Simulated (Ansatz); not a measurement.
# Zn12S11: the cost of one run

Method: DFT PBE, scalar-relativistic, plane waves, PAW, in Ansatz 0.2.0.

2 further runs of the same task are left out: 2 set aside as unsound or not needed.

## 1. The structure to begin with

It takes space group R3m (No. 160, trigonal). The conventional cell has a = 7.692 Å, b = 7.692 Å, c = 28.348 Å, α = 90.00°, β = 90.00°, γ = 120.00°. Zn (site symmetry 3m) is surrounded by 4 S at 2.36 Å. Zn (site symmetry m) has 3 S at 2.36 Å as nearest neighbours. Around Zn (site symmetry 3m) lie 3 S at 2.36 Å. Zn (site symmetry m) is surrounded by 4 S at 2.36 Å. S (site symmetry 3m) has 4 Zn at 2.36 Å as nearest neighbours. Around S (site symmetry m) lie 4 Zn at 2.36 Å. Only part of the 11 independent sites is listed.

The input asks for a charge of +2 e on the cell.

Structure file:

```
CELL_PARAMETERS angstrom
-7.69241 0.00000 0.00000
-3.84620 -6.66182 0.00000
-3.84620 -2.22061 9.44929
ATOMIC_POSITIONS crystal
Zn 0.50003 0.50003 0.99990
Zn 0.00003 0.50003 0.99990
Zn 0.50003 0.00003 0.99990
Zn 0.00003 0.00003 0.99990
Zn 0.27775 0.27775 0.66676
Zn 0.77775 0.27775 0.66676
Zn 0.27775 0.77775 0.66676
Zn 0.77775 0.77775 0.66676
Zn 0.05547 0.05547 0.33360
Zn 0.55547 0.05547 0.33360
Zn 0.05547 0.55547 0.33360
Zn 0.55547 0.55547 0.33360
S 0.41670 0.41670 0.24989
S 0.91670 0.41670 0.24989
S 0.41670 0.91670 0.24989
S 0.91670 0.91670 0.24989
S 0.97215 0.97215 0.58356
S 0.47215 0.97215 0.58356
S 0.97215 0.47215 0.58356
S 0.47215 0.47215 0.58356
S 0.69457 0.19457 0.91628
S 0.19457 0.69457 0.91628
S 0.69457 0.69457 0.91628
```

It goes back to an entry of the Materials Project, which need not be the stable form.

It is built from the cell relaxed beforehand with the same method (20.18 Å³/atom).

## 2. Setting up the jump

The supercell lacks one S atom, at fractional position (0.195, 0.195, 0.916), and holds 23 atoms and a charge of +2 e on a uniform background. Atom 21 (S), 3.85 Å away, is to jump into the empty site. The cell is fixed.

## 3. Relaxing around the vacancy

input.yaml

```yaml
crystal:
  lattice:
    - [-7.6924087527, 0.0, 0.0]
    - [-3.8462043763, -6.6618213961, 0.0]
    - [-3.8462043763, -2.220607132, 9.4492875731]
  atoms:
    - { symbol: Zn, position: [0.5000340935, 0.5000340935, 0.9998977196] }
    - { symbol: Zn, position: [3.40935e-05, 0.5000340935, 0.9998977196] }
    - { symbol: Zn, position: [0.5000340935, 3.40935e-05, 0.9998977196] }
    - { symbol: Zn, position: [3.40935e-05, 3.40935e-05, 0.9998977196] }
    - { symbol: Zn, position: [0.2777461548, 0.2777461548, 0.6667615355] }
    - { symbol: Zn, position: [0.7777461548, 0.2777461548, 0.6667615355] }
    - { symbol: Zn, position: [0.2777461548, 0.7777461548, 0.6667615355] }
    - { symbol: Zn, position: [0.7777461548, 0.7777461548, 0.6667615355] }
    - { symbol: Zn, position: [0.0554679137, 0.0554679137, 0.3335962588] }
    - { symbol: Zn, position: [0.5554679137, 0.0554679137, 0.3335962588] }
    - { symbol: Zn, position: [0.0554679137, 0.5554679137, 0.3335962588] }
    - { symbol: Zn, position: [0.5554679137, 0.5554679137, 0.3335962588] }
    - { symbol: S, position: [0.4167048925, 0.4167048925, 0.2498853226] }
    - { symbol: S, position: [0.9167048925, 0.4167048925, 0.2498853226] }
    - { symbol: S, position: [0.4167048925, 0.9167048925, 0.2498853226] }
    - { symbol: S, position: [0.9167048925, 0.9167048925, 0.2498853226] }
    - { symbol: S, position: [0.9721469016, 0.9721469016, 0.5835592951] }
    - { symbol: S, position: [0.4721469016, 0.9721469016, 0.5835592951] }
    - { symbol: S, position: [0.9721469016, 0.4721469016, 0.5835592951] }
    - { symbol: S, position: [0.4721469016, 0.4721469016, 0.5835592951] }
    - { symbol: S, position: [0.6945740439, 0.1945740439, 0.9162778684] }
    - { symbol: S, position: [0.1945740439, 0.6945740439, 0.9162778684] }
    - { symbol: S, position: [0.6945740439, 0.6945740439, 0.9162778684] }
total_charge: 2
basis:
  ecutwfc: 420
kpoints:
  mp_grid: { grid: [3, 3, 4] }
hamiltonian:
  xc: pbe
scf:
  occupations: { method: gaussian, width: 0.05 }
output:
  forces: true
  stress: true
  eigenvalues: true
  write_density: true
  write_potential: true
  elf: true
  volumetric_format: npy
relax:
  adjacent_minimum: "off"
  f_tol: 0.02
  max_steps: 50
```

Launch:

```
ansatz run input.yaml --threads 4 --pin off --max-ram 9216MiB --backend cpu --events-out ev --progress --plain --runs-dir out
```

What time and memory should one allow on 4 threads of Arm Neoverse V1, shared host?

About 5.2 min, with a peak of 1.8 GiB.
